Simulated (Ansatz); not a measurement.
**MoS2: elastic constants**

How stiff is the crystal, and how unevenly? Runs: cell and atoms relaxed (PAW); reference run (PAW and LAPW); ions clamped (PAW and LAPW).

Method: DFT LDA, frozen-core PAW and all-electron LAPW, scalar-relativistic unless said, in Ansatz 0.2.0.

1 further run of the same task is left out (set aside as unsound or not needed).

### Step 1. The structure to begin with

Symmetry: R3m, No. 160, trigonal system. The conventional cell has a = 3.160 Å, b = 3.160 Å, c = 18.450 Å, α = 90.00°, β = 90.00°, γ = 120.00°. Mo (site symmetry 3m) has 6 S at 2.39 Å as nearest neighbours. Around S (site symmetry 3m) lie 3 Mo at 2.39 Å.

Structure file:

```cif
data_structure
_symmetry_space_group_name_H-M 'P 1'
_symmetry_Int_Tables_number 1
_cell_length_a 6.4149
_cell_length_b 6.4149
_cell_length_c 6.4149
_cell_angle_alpha 28.517
_cell_angle_beta 28.517
_cell_angle_gamma 28.517
_cell_volume 53.18
loop_
_atom_site_label
_atom_site_type_symbol
_atom_site_fract_x
_atom_site_fract_y
_atom_site_fract_z
_atom_site_occupancy
Mo1 Mo 0.00000 0.00000 0.00000 1
S1 S 0.25000 0.25000 0.25000 1
S2 S 0.41700 0.41700 0.41700 1
```

Cartesian axes are those of the input's lattice vectors. The structure goes back to a database entry.

### Step 2. Cell and atoms relaxed, PAW

Input file input.yaml:

```yaml
crystal:
  lattice:
    - [1.57999999999, 0.91221342531, 6.15]
    - [-1.57999999999, 0.91221342531, 6.15]
    - [0.0, -1.82442685062, 6.15]
  atoms:
    - { symbol: Mo, position: [0.0, 0.0, 0.0] }
    - { symbol: S, position: [0.25, 0.25, 0.25] }
    - { symbol: S, position: [0.417, 0.417, 0.417] }
kpoints:
  mp_grid: { grid: [12, 12, 12] }
scf:
  occupations: { method: fermi_dirac, width: 0.05 }
hamiltonian:
  xc: lda
  pseudopotentials: { kind: paw }
relax:
  f_tol: 0.002
  max_steps: 80
  cell: {}
output:
  forces: true
  stress: true
```

Run with:

```sh
ansatz run input.yaml --threads 2 --pin off --max-ram 5120MiB --backend cpu --events-out ev --progress --plain --runs-dir out
```

### Step 4. Reference run, PAW

Input file input.yaml:

```yaml
crystal:
  lattice:
    - [1.56311752691, 0.90246632494, 5.99153115848]
    - [-1.56311752691, 0.90246632494, 5.99153115848]
    - [0.0, -1.80493264987, 5.99153115848]
  atoms:
    - { symbol: Mo, position: [8.5013366e-05, 8.5013366e-05, 8.5013366e-05] }
    - { symbol: S, position: [0.247114051793, 0.247114051793, 0.247114051793] }
    - { symbol: S, position: [0.419800934841, 0.419800934841, 0.419800934841] }
kpoints:
  mp_grid: { grid: [8, 8, 8] }
scf:
  occupations: { method: fixed }
hamiltonian:
  xc: lda
  pseudopotentials: { kind: paw }
elastic:
  mode: relaxed_ion
  stencil: two_point
  amplitude: 0.003
```

### Step 5. Reference run, LAPW

Edit input.yaml of step 4 so:

```diff
@@ -15,3 +15,3 @@
   xc: lda
-  pseudopotentials: { kind: paw }
+  pseudopotentials: { kind: all_electron, lapw: { basis_error: 0.0005 } }
 elastic:
```

### Step 6. Ions clamped, PAW

Edit input.yaml of step 5 so:

```diff
@@ -15,5 +15,5 @@
   xc: lda
-  pseudopotentials: { kind: all_electron, lapw: { basis_error: 0.0005 } }
+  pseudopotentials: { kind: paw }
 elastic:
-  mode: relaxed_ion
+  mode: clamped_ion
   stencil: two_point
```

### Step 7. Ions clamped, LAPW

Edit input.yaml of step 6 so:

```diff
@@ -15,3 +15,3 @@
   xc: lda
-  pseudopotentials: { kind: paw }
+  pseudopotentials: { kind: all_electron, lapw: { basis_error: 0.0005 } }
 elastic:
```

(Steps that only read results are left out.)

Q: Predict the outcome of this session. Wanted: C11; C12; C13; C14; C33; C44; bulk, shear and Young's modulus; Debye temperature from sound speeds; universal anisotropy index.

The runs gave:

| quantity | value |
| --- | --- |
| C11 (PAW) | 245 GPa |
| C12 (PAW) | 62 GPa |
| C13 (PAW) | 16 GPa |
| C14 (PAW) | 5 GPa |
| C33 (PAW) | 46 GPa |
| C44 (PAW) | 22 GPa |
| bulk, shear and Young's modulus | 61, 45, 108 GPa |
| Debye temperature from sound speeds | 333 K |
| universal anisotropy index | 4.45 |

All eigenvalues are positive, so the crystal is mechanically stable; by PAW K = 61 and G = 45 GPa, K/G = 1.35, on the brittle side of Pugh's rough line at 1.75, which was drawn for metals. Young's modulus runs from 44 to 226 GPa with direction. Letting the ions relax lowers C33 most, from 317 to 46 GPa. Cautions: frozen-core PAW files fitted under PBE, their cores solved anew for the functional of the run; no dispersion correction, so the spacing and stiffness between layers or molecules are poor; constants at zero field, no piezoelectric stiffening.
